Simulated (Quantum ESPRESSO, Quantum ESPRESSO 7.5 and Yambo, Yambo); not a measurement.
# CsH (Fm-3m): a self-consistent loop beyond G0W0, cycle by cycle

How far does self-consistency move the gap of CsH (Fm-3m)?

Calculated with Quantum ESPRESSO 7.5 and Yambo 5.3.0; PBEsol and many-body steps on it, plane waves.

The database entry behind the starting cell differs from later determinations by our own check (0.1 to 0.3 % short, probably kX units), so it need not match the best structure at ambient conditions.

**1. The structure**

It takes space group Fm-3m (No. 225, cubic). The conventional cell has a = 6.376 Å, b = 6.376 Å, c = 6.376 Å, α = 90.00°, β = 90.00°, γ = 90.00°. Cs has 6 H at 3.19 Å nearest. Nearest to H lie 6 Cs at 3.19 Å. Farther neighbours are not listed.

The cell and positions come from the Crystallography Open Database and are kept as given unless a step says otherwise. Spin-orbit coupling is left out unless a step names it.

**2. Empty states on the mesh, 4×4×4 mesh, 49 bands**

This step: Quantum ESPRESSO 7.5; DFT, PBEsol, plane waves, norm-conserving pseudopotentials.

The sums over transitions need many empty states on a uniform mesh; this step solves for them.

pw.in reads:

```
&control
  calculation = 'nscf'
  prefix = 'x'
  outdir = 'o'
  pseudo_dir = 'pseudo'
/
&system
  ibrav = 0
  nat = 2
  ntyp = 2
  ecutwfc = 64.0
  nbnd = 49
  force_symmorphic = .true.
/
&electrons
  conv_thr = 1e-9
  electron_maxstep = 80
  diago_full_acc = .true.
  diago_thr_init = 5e-6
/
ATOMIC_SPECIES
  Cs 132.91 Cs.upf
  H 1.008 H.upf
CELL_PARAMETERS angstrom
  -0.0000000000 3.1880000000 3.1880000000
  3.1880000000 -0.0000000000 3.1880000000
  3.1880000000 3.1880000000 -0.0000000000
ATOMIC_POSITIONS crystal
  Cs 0.0000000000 0.0000000000 0.0000000000
  H 0.5000000000 0.5000000000 0.5000000000
K_POINTS automatic
  4 4 4 0 0 0
```

The run is started by

```
$ OMP_NUM_THREADS=1 mpirun -n 4 pw.x -nk 4 -in pw.in > pw.out
```

Log:

```text
Program PWSCF v.7.5 starts

     This program is part of the open-source Quantum ESPRESSO suite
     for quantum simulation of materials; please cite
         "P. Giannozzi et al., J. Phys.:Condens. Matter 21 395502 (2009);
         "P. Giannozzi et al., J. Phys.:Condens. Matter 29 465901 (2017);
         "P. Giannozzi et al., J. Chem. Phys. 152 154105 (2020);
     in publications or presentations arising from this work. More details at

     Atomic positions and unit cell read from directory:
     o/x.save/

     Message from routine setup:
[...]
38.3926

          k =-0.3536-0.3536 0.3536 (  3798 PWs)   bands (ev):

[...]
28.9293  28.9293  30.3254  30.3254  30.9558  31.8720  33.1381  33.1381
    33.3513  36.0448  36.0448  38.1404  38.3090  38.3173  38.3173  40.3131
    40.3131

          k = 0.3536 0.0000 0.0000 (  3767 PWs)   bands (ev):

     [... further k-points ...]

     highest occupied, lowest unoccupied level (ev):     3.2614    5.4106

     XML data file, pseudopotentials, collected wavefunctions

=------------------------------------------------------------------------------=
   JOB DONE.
=------------------------------------------------------------------------------=
```

It took 5.2 s on 4 MPI ranks of Arm Neoverse V1, shared host; peak memory 0.26 GiB; 20 s of CPU time.

This step gave:

| Property | Result |
| --- | --- |
| gap | 2.149 eV |
| k of the valence top | 0, 0, -0.5 |
| k of the conduction bottom | 0, 0, -0.5 |
| least direct gap | 2.149 eV |
| k points computed | 8 |
| lowest point of the top converged band, above the valence top | 35.10 eV |

On this mesh the gap is 2.149 eV.

The density comes from a self-consistent run that is not shown.

**3. Conversion and set-up**

This step: Yambo 5.3.0; conversion and set-up on PBEsol, plane waves, norm-conserving pseudopotentials.

The states are converted to the many-body program's format and the q mesh is built.

The run is started by

```
$ (cd o/x.save; p2y > p2y.log; mv SAVE ../..); yambo > setup.log
```

Log:

```text
 Yambo, version 5.3.0

 [02] CORE Variables Setup
 =========================

  [02.01] Unit cells
  ==================

  Cell kind             :  FCC
  Atoms in the cell     :  Cs  H
  number of Cs atoms    :  1
  number of H  atoms    :  1

  List of atomic masses
  Mass of Cs    :  132.9100
  Mass of H     :  1.008000

  List of atomic coordinates    : [cc]
  Cs1       :  0.000000  0.000000  0.000000  order 1
  H1       :  6.024447  6.024447  6.024447  order 2

  Alat factors          :  6.024447  6.024447  6.024447 [a.u.]
  Direct lattice volume :  437.3021 [a.u.]
[...]
==========================================

 IBZ Q-points                                      :   8
 BZ  Q-points                                      :   64

 K/Q-points units:
 rlu = crystal or reduced units; cc = cartesian coordinates; iku = interal k-units

 Q [1]          [rlu]:  0.000000  0.000000  0.000000
 Q [2]          [rlu]: -0.48926E-17 -0.48926E-17  0.25000
 Q [3]          [rlu]:  0.97851E-17  0.97851E-17 -0.50000
[...]
Q [7]          [rlu]: -0.13221E-16 -0.50000     -0.50000
 Q [8]          [rlu]:  0.250000 -0.500000 -0.250000

  [03.01] X indexes
  =================

   [03.01.01] Sigma indexes
   ========================

 [06] Game Over & Game summary
```

It took 2.7 s on 1 MPI rank; peak memory 0.25 GiB.

**4. G0W0**

Now the one-shot GW correction: screening in the RPA, then the self-energy of the levels asked for.

This step: G0W0 on PBEsol, plane waves, norm-conserving pseudopotentials.

gw1.in reads:

```
HF_and_locXC
gw0
dyson
ppa
em1d
rim_cut
RandQpts= 1000000
RandGvec= 1 RL
EXXRLvcs= 64 Ry
VXCRLvcs= 256 Ry
Chimod= "HARTREE"
% BndsRnXp
 1 | 49 |
%
NGsBlkXp= 6 Ry
% LongDrXp
 1 | 1 | 1 |
%
% GbndRnge
 1 | 49 |
%
DysSolver= "n"
ExtendOut
PPAPntXp= 27.21138 eV
% QPkrange
 1 | 8 | 2 | 9 |
%
```

The run is started by

```
$ OMP_NUM_THREADS=1 mpirun -n 4 yambo -F gw1.in -J gw1 -C gw1 > gw1.log
```

Log:

```text
 Yambo, version 5.3.0

 [02] CORE Variables Setup
 =========================

  [... cell, symmetries and grids as in the set-up ...]

  [02.05] Energies & Occupations
  ==============================

  [X] === General ===
  [X] Electronic Temperature                        :  0.000000  0.000000 [eV K]
  [X] Bosonic    Temperature                        :  0.000000  0.000000 [eV K]
  [X] Finite Temperature mode                       : no
  [X] El. density                                   :  0.15432E+24 [cm-3]
  [X] Fermi Level                                   :  3.261446 [eV]

  [X] === Gaps and Widths ===
  [X] Conduction Band Min                           :  2.149182 [eV]
  [X] Valence Band Max                              :  0.000000 [eV]
  [X] Filled Bands                                  :   5
  [X] Empty Bands                                   :    6   49
  [X] Direct Gap                                    :  2.149182 [eV]
  [X] Direct Gap localized at k                     :  3
  [X] Indirect Gap                                  :  2.149182 [eV]
  [X] Indirect Gap between kpts                     :  3  3
  [X] Last valence band width                       :  1.775611 [eV]
  [X] 1st conduction band width                     :  2.995424 [eV]

 [03] Transferred momenta grid and indexing
 ==========================================

 IBZ Q-points                                      :   8
 BZ  Q-points                                      :   64

 K/Q-points units:
 rlu = crystal or reduced units; cc = cartesian coordinates; iku = interal k-units

 Q [1]          [rlu]:  0.000000  0.000000  0.000000
 Q [2]          [rlu]: -0.48926E-17 -0.48926E-17  0.25000
 Q [3]          [rlu]:  0.97851E-17  0.97851E-17 -0.50000
 Q [4]          [rlu]:  0.66107E-17  0.25000      0.25000
 Q [5]          [rlu]:  0.78423E-17  0.25000      0.50000
 Q [6]          [rlu]:  0.97851E-17  0.25000     -0.25000
 Q [7]          [rlu]: -0.13221E-16 -0.50000     -0.50000
 Q [8]          [rlu]:  0.250000 -0.500000 -0.250000

 [04] Coloumb potential Random Integration (RIM)
 ===============================================

  [04.01] RIM initialization
  ==========================

  * Diagonal components only detected *

  8 x (sBL volume)        :  0.070904 [a.u.]
  sBZ random points       :  1000000
  Points outside the sBZ  :   7968281
  RL volume               :  0.567229 [a.u.]
  Integrated volume       :  0.569486 [a.u.]

  [04.02] RIM integrals
  =====================

  Gamma point sphere radius             :  0.075077 [a.u.]
  Points outside the sphere             :   800476
  [Int_sBZ(q=0) 1/q^2]*(Vol_sBZ)^(-1/3) =:  7.776341
                                 should be <:  7.795600

  Summary of Coulomb integrals for non-metallic bands |Q|[au] RIM/Bare

  Q [1] 0.100000E-4 0.997530 * Q [2] 0.225805 1.070250
  Q [4] 0.260737 1.068048 * Q [6] 0.368738 1.029370
  Q [5] 0.432383 1.023545 * Q [3] 0.451610 1.020007
  Q [7] 0.521474 1.016898 * Q [8] 0.583026 1.014037

 [05] Dipoles
 ============

  [05.01] Setup: observables and procedures
  =========================================

 [06] Dynamic Dielectric Matrix (PPA)
 ====================================

 [WR./gw1//ndb.pp]---------------------------------------------------------------
  Brillouin Zone Q/K grids (IBZ/BZ)                :    8   64    8   64
  RL vectors                                       :   4645 [WF]
  Coulomb cutoff potential                         : none
  Electronic Temperature                           :  0.000000 [K]
  Bosonic    Temperature                           :  0.000000 [K]
  PPA    diel. fun.  energies                      : Perdew, Burke & Ernzerhof SOL(X)+Perdew, Burke & Ernzerhof SOL(C)
  wavefunctions                                    : Perdew, Burke & Ernzerhof SOL(X)+Perdew, Burke & Ernzerhof SOL(C)
  Global Gauge                                     : length
  X matrix size                                    :  137
  X band range                                     :    1   49
  X e/h energy range                               : -1.000000 -1.000000 [eV]
  X Time ordering                                  : R
  X Hxc Kernel                                     : HARTREE
  X Drude frequency                                :  0.000000  0.000000
  X poles                                          :  100.0000 [o/o]
  RL vectors in the sum                            :   4645
  [r,Vnl] included                                 : yes
  Field direction                                  :  0.577350E-5  0.577350E-5  0.577350E-5
  BZ energy Double Grid                            : no
  BZ energy DbGd points                            : 0
  BZ Q point size factor                           : -1.000000
  X Optical Averaged directions                    : none

 [07] Local Exchange-Correlation + Non-Local Fock
 ================================================

 [VXC] Plane waves :  30395
 [EXS] Plane waves :   3839

 QP @ state[ 1 ] K range:   1   8
 QP @ state[ 1 ] b range:   2   9

 [xc] Functional : Perdew, Burke & Ernzerhof SOL(X)+Perdew, Burke & Ernzerhof SOL(C)
 [xc] LIBXC used to calculate xc functional
  PP Number of Atomic Species                      :  2
  NLCC RL compoments                               :  30395
  PP Number of Atomic Species                      :  2
  NLCC RL compoments                               :  30395

 [xc] E_xc :  -3.484483 [Ha]
      E_xc :  -6.968966 [Ry]

  Local XC kind (lXC) : Perdew, Burke & Ernzerhof SOL(X)+Perdew, Burke & Ernzerhof SOL(C)
  Non-Local XC kind (nlXC) : Hartree-Fock

  Corrections @ K [1] :  [eV]
 <2|nlXC|2> = -17.51166  0.10389E-16 <2|lXC|2> = -13.08324 -0.28323E-15
 <3|nlXC|3> = -17.51165 -0.22172E-16 <3|lXC|3> = -13.08323  0.94408E-16
 <4|nlXC|4> = -17.51166 -0.15507E-16 <4|lXC|4> = -13.08323  0.11801E-15
 <5|nlXC|5> = -11.95091  0.12162E-16 <5|lXC|5> = -8.356704  0.000000
 <6|nlXC|6> = -3.374802  0.24269E-17 <6|lXC|6> = -7.905344  0.94408E-16
 <7|nlXC|7> = -3.374784  0.27220E-17 <7|lXC|7> = -7.905344  0.000000
[...]
Corrections @ K [2] :  [eV]
[...]
Corrections @ K [3] :  [eV]
[...]
Corrections @ K [4] :  [eV]
[...]
Corrections @ K [5] :  [eV]
[...]
[... 2 further k-points ...]
  Corrections @ K [8] :  [eV]
[...]
<7|nlXC|7> = -3.077950 -0.50374E-18 <7|lXC|7> = -7.181447  0.35403E-16
 <8|nlXC|8> = -3.225011 -0.59123E-18 <8|lXC|8> = -7.507436  0.11801E-16
 <9|nlXC|9> = -5.018232  0.51028E-18 <9|lXC|9> = -10.18519 -0.11506E-15

  [07.01] Hartree-Fock occupations report
  =======================================

  [Hartree-Fock] === General ===
  [Hartree-Fock] Electronic Temperature             :  0.000000  0.000000 [eV K]
  [Hartree-Fock] Bosonic    Temperature             :  0.000000  0.000000 [eV K]
  [Hartree-Fock] Finite Temperature mode            : no
  [Hartree-Fock] El. density                        :  0.15432E+24 [cm-3]
  [Hartree-Fock] Fermi Level                        :  3.261446 [eV]

  [Hartree-Fock] === Gaps and Widths ===
  [Hartree-Fock] Conduction Band Min                :  5.840840 [eV]
  [Hartree-Fock] Valence Band Max                   : -3.250215 [eV]
  [Hartree-Fock] Filled Bands                       :   5
  [Hartree-Fock] Empty Bands                        :    6   49
  [Hartree-Fock] Direct Gap                         :  9.091056 [eV]
  [Hartree-Fock] Direct Gap localized at k          :  3
  [Hartree-Fock] Indirect Gap                       :  9.091056 [eV]
  [Hartree-Fock] Indirect Gap between kpts          :  3  3
  [Hartree-Fock] Last valence band width            :  2.119603 [eV]
  [Hartree-Fock] 1st conduction band width          :  3.834307 [eV]

 [08] Dyson equation: Newton solver
 ==================================

  [08.01] G0W0 (W PPA)
  ====================

  [  GW  ] Bands range     :    1   49
  [GW/PPA] G damping       :  0.100000 [eV]

  QP @ state[ 1 ] K range:   1   8
  QP @ state[ 1 ] b range:   2   9

   Sc/G bands                                       :    1   49
   Sc/G damping                                     :  0.100000 ev
   Sc bands terminator                              : no
   Sx RL components                                 :   3839

   QP @ state[ 1 ] K range                          :   1   8
   QP @ state[ 1 ] b range                          :   2   9
   GF energies kind                                 : Perdew, Burke & Ernzerhof SOL(X)+Perdew, Burke & Ernzerhof SOL(C)
   GF WF`s kind                                     : Perdew, Burke & Ernzerhof SOL(X)+Perdew, Burke & Ernzerhof SOL(C)
   Xs energies kind                                 : Perdew, Burke & Ernzerhof SOL(X)+Perdew, Burke & Ernzerhof SOL(C)
   Xs WF`s kind                                     : Perdew, Burke & Ernzerhof SOL(X)+Perdew, Burke & Ernzerhof SOL(C)

 [11] Game Over & Game summary
```

The job ended after 75 s (4 MPI ranks; peak memory 1.4 GiB).

Numbers from this step:

| Property | Result |
| --- | --- |
| G0W0 gap on the mesh | 4.151 eV |
| starting gap on the mesh | 2.149 eV |
| k of the valence top | 0, 0, -0.5 |
| k of the conduction bottom | 0, 0, -0.5 |
| least direct G0W0 gap on the computed points | 4.151 eV |
| Z at the valence top | 0.8000 |
| Z at the conduction bottom | 0.8510 |

The gap on the mesh goes from 2.15 eV to 4.15 eV, a correction of +2.00 eV.

**5. evGW0, cycle 1**

This step: evGW0 on PBEsol, plane waves, norm-conserving pseudopotentials.

gw2.in, as its differences from gw1.in of step 4:

```diff
@@ -27 +27,2 @@
 %
+GfnQPdb= "E < ./gw1/ndb.QP"
```

The run is started by

```
$ OMP_NUM_THREADS=1 mpirun -n 4 yambo -F gw2.in -J gw2,gw1_W -C gw2 > gw2.log
```

Log:

```text
 Yambo, version 5.3.0

 [02] CORE Variables Setup
 =========================

  [... cell, symmetries and grids as in the set-up ...]

  [02.05] Energies & Occupations
  ==============================

  [X] === General ===
  [X] Electronic Temperature                        :  0.000000  0.000000 [eV K]
  [X] Bosonic    Temperature                        :  0.000000  0.000000 [eV K]
  [X] Finite Temperature mode                       : no
  [X] El. density                                   :  0.15432E+24 [cm-3]
  [X] Fermi Level                                   :  3.261446 [eV]

  [X] === Gaps and Widths ===
  [X] Conduction Band Min                           :  2.149182 [eV]
  [X] Valence Band Max                              :  0.000000 [eV]
  [X] Filled Bands                                  :   5
  [X] Empty Bands                                   :    6   49
  [X] Direct Gap                                    :  2.149182 [eV]
  [X] Direct Gap localized at k                     :  3
  [X] Indirect Gap                                  :  2.149182 [eV]
  [X] Indirect Gap between kpts                     :  3  3
  [X] Last valence band width                       :  1.775611 [eV]
  [X] 1st conduction band width                     :  2.995424 [eV]

 [03] Transferred momenta grid and indexing
 ==========================================

 IBZ Q-points                                      :   8
 BZ  Q-points                                      :   64

 K/Q-points units:
 rlu = crystal or reduced units; cc = cartesian coordinates; iku = interal k-units

 Q [1]          [rlu]:  0.000000  0.000000  0.000000
 Q [2]          [rlu]: -0.48926E-17 -0.48926E-17  0.25000
 Q [3]          [rlu]:  0.97851E-17  0.97851E-17 -0.50000
[...]
[G+QP] Direct Gap localized at k                  :  3
  [G+QP] Indirect Gap                               :  4.150578 [eV]
  [G+QP] Indirect Gap between kpts                  :  3  3
  [G+QP] Last valence band width                    :  1.961248 [eV]
  [G+QP] 1st conduction band width                  :  3.417212 [eV]

  [coarse-grid] Minimum Bare Gap        [ev]:  2.149182
  [coarse-grid] Minimum Gap Correction  [ev]:  2.001396

  Eqp @ K [1]
  -22.31224  -8.21052  -8.21214  -8.21157  -1.96125   7.56779   7.56778   7.56781
    7.95391   9.36393   9.36393  10.80484  11.79106  11.79106  11.79106  17.62779
  Eqp @ K [2]
  -22.27215  -8.72701  -8.26311  -8.26406  -1.01776   5.61029   7.58259   7.58260
[...]
Eqp @ K [3]
[...]
Eqp @ K [4]
[...]
Eqp @ K [5]
[...]
[... 2 further k-points ...]
  Eqp @ K [8]
  -22.20530  -8.76920  -8.76851  -8.56777  -0.81812   6.23949   6.23940   7.39011
   11.03627  11.29636  11.29636  11.48765  12.04777  15.67278  15.67278  16.44757

 [07] Dipoles
 ============

  [07.01] Setup: observables and procedures
  =========================================

 [08] Dynamic Dielectric Matrix (PPA)
 ====================================

   Sc/G bands                                       :    1   49
   Sc/G damping                                     :  0.100000 ev
   Sc bands terminator                              : no
   Sx RL components                                 :   3839

   QP @ state[ 1 ] K range                          :   1   8
   QP @ state[ 1 ] b range                          :   2   9
   GF energies kind                                 : Perdew, Burke & Ernzerhof SOL(X)+Perdew, Burke & Ernzerhof SOL(C)+ E < ./gw1/ndb.QP + @E Fit
   GF WF`s kind                                     : Perdew, Burke & Ernzerhof SOL(X)+Perdew, Burke & Ernzerhof SOL(C)
   Xs energies kind                                 : Perdew, Burke & Ernzerhof SOL(X)+Perdew, Burke & Ernzerhof SOL(C)
   Xs WF`s kind                                     : Perdew, Burke & Ernzerhof SOL(X)+Perdew, Burke & Ernzerhof SOL(C)

 [13] Game Over & Game summary
```

Wall time 69 s (4 MPI ranks); peak memory 1.4 GiB.

Numbers from this step:

```yaml
quasiparticle_gap_on_the_mesh: 4.347 eV
gap_of_the_density_functional_on_the_mesh: 2.149 eV
k_of_the_valence_top: 0, 0, -0.5
k_of_the_conduction_bottom: 0, 0, -0.5
least_direct_quasiparticle_gap_on_the_computed_points: 4.347 eV
z_at_the_valence_top: 0.8068
z_at_the_conduction_bottom: 0.8739
```

Against G0W0 in Yambo (4×4×4 mesh, 49 bands, screening to 81.6 eV, Godby-Needs plasmon pole), the gap moves by +0.196 eV.

The program's own table gives 4.599 eV, which is too large where the input levels are shifted: this version takes Σc at the unshifted level E₀, yet steps from the shifted one. The value above is the Newton step from E₀, E₀ + Z(Σc + Σx − Vxc), rebuilt from the printed columns.

**6. evGW0, cycle 2**

The corrected levels of the last cycle go back in.

gw3.in, as its differences from gw2.in of step 5:

```diff
@@ -27,2 +27,2 @@
 %
-GfnQPdb= "E < ./gw1/ndb.QP"
+GfnQPdb= "E < ./gw2_fix/ndb.QP"
```

The run is started by

```
$ OMP_NUM_THREADS=1 mpirun -n 4 yambo -F gw3.in -J gw3,gw1_W -C gw3 > gw3.log
```

Log:

```text
 Yambo, version 5.3.0

 [02] CORE Variables Setup
 =========================

  [... cell, symmetries and grids as in the set-up ...]

  [02.05] Energies & Occupations
  ==============================

  [X] === General ===
  [X] Electronic Temperature                        :  0.000000  0.000000 [eV K]
  [X] Bosonic    Temperature                        :  0.000000  0.000000 [eV K]
  [X] Finite Temperature mode                       : no
  [X] El. density                                   :  0.15432E+24 [cm-3]
[...]
QP @ state[ 1 ] K range                          :   1   8
   QP @ state[ 1 ] b range                          :   2   9
   GF energies kind                                 : Perdew, Burke & Ernzerhof SOL(X)+Perdew, Burke & Ernzerhof SOL(C)+ E < ./gw1/ndb.QP + @E Fit+ E < ./
   GF WF`s kind                                     : Perdew, Burke & Ernzerhof SOL(X)+Perdew, Burke & Ernzerhof SOL(C)
   Xs energies kind                                 : Perdew, Burke & Ernzerhof SOL(X)+Perdew, Burke & Ernzerhof SOL(C)
   Xs WF`s kind                                     : Perdew, Burke & Ernzerhof SOL(X)+Perdew, Burke & Ernzerhof SOL(C)

 [13] Game Over & Game summary
```

It took 69 s on 4 MPI ranks; peak memory 1.4 GiB.

This step gave:

* quasiparticle gap on the mesh: 4.365 eV
* gap of the density functional on the mesh: 2.149 eV
* k of the valence top: 0, 0, -0.5
* k of the conduction bottom: 0, 0, -0.5
* least direct quasiparticle gap on the computed points: 4.365 eV

Against the cycle before, the gap moves by +0.018 eV.

The program's own table gives 4.638 eV, which is too large where the input levels are shifted: this version takes Σc at the unshifted level E₀, yet steps from the shifted one. The value above is the Newton step from E₀, E₀ + Z(Σc + Σx − Vxc), rebuilt from the printed columns.

[end of part 1 of 2]

[Paths, hosts, dates, memory and timing lines, banners, echoed tables and standing remarks are left out of the program output.]

[Logs are printed without paths, hosts, clocks, repeated set-up lines and the standing remarks that a program may print on its own settings, such as how far it seeks lower states.]

[Runs of the session that timed out or met a known fault of the program may be left out.]

[Hosts, paths, dates, database ids (printed as entryN), source tags and the programs' standing remarks are cut or masked in the printed files.]
